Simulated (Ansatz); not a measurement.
Start from BaSnO3 in the cubic perovskite structure (space group Pm-3m, No. 221; a = 4.176 Å).

Method: Kohn–Sham DFT with the PBE functional, run in Ansatz (an electronic-structure program) with PAW and 420 eV plane waves, no spin-orbit coupling.

For the base:

The electron mass comes out as 0.13 mₑ (at Γ), the shortest interatomic distance is 2.088 Å and the band gap is 0.48 eV.

Perturbation: a hydrostatic pressure of 22.5 GPa.

Problem. What happens to the electron mass, shortest interatomic distance and band gap?

Solution. The electron mass changes from 0.13 mₑ (at Γ) to 0.22 mₑ (at Γ); the shortest interatomic distance falls by 0.084 Å, from 2.088 Å to 2.004 Å; the band gap rises by 1.59 eV, from 0.48 eV to 2.07 eV.

Load acts through the strain it causes; cell and atoms are relaxed under it. Masses are band curvatures over ±0.01 Å⁻¹ around the edge. Stability against distortions was not tested. Competing high-pressure phases were not computed.
